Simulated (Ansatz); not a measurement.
# Te2Mo under changes of volume

One of the cells (133.495 Å³/atom); the others are scaled copies at fixed shape and fractional positions:

```
Te Mo
1.0
     6.36161    0.00000    0.00000
     0.00000    3.48040    0.00000
    -0.08574    0.00000   36.17589
Te Mo
4 2
Direct
  0.42925 0.75000 0.54070
  0.57075 0.25000 0.45930
  0.92085 0.25000 0.55653
  0.07915 0.75000 0.44347
  0.18135 0.25000 0.49747
  0.81865 0.75000 0.50253
```

- Program: Ansatz 0.2.0
- Functional: RPBE
- Dispersion: D3(BJ)
- Potentials or basis: Ansatz PAW
- Cutoff: 420 eV (not typed: the program's choice for these potentials)
- k mesh: 4 × 8 × 1
- Occupations: fermi-dirac, width 0.05 eV
- Spin: no spin polarisation

```tsv
volume (Å³/atom)	energy over the lowest point (meV/atom)	largest force (eV/Å)
125.485	0.00	0.828
128.155	37.58	1.031
130.825	80.81	1.220
133.495	129.00	1.394
136.165	181.53	1.554
138.835	237.84	1.814
141.505	?	?
```

Problem. What does the run at 141.505 Å³/atom give?

Solution. Energy over the lowest point 297.45 meV/atom; largest force 2.073 eV/Å.

Worked out: A Birch-Murnaghan fit of order 3 (a polynomial in V^(-2/3)) to the other rows has no minimum within the range. It gives 297.45 meV/atom at 141.505 Å³/atom, against the run's 297.45.

Energies are extrapolated to zero smearing.

Caveats: the PAW data sets come from PBE, with cores solved anew for the run's functional, which leaves a small shift of forces and pressure.
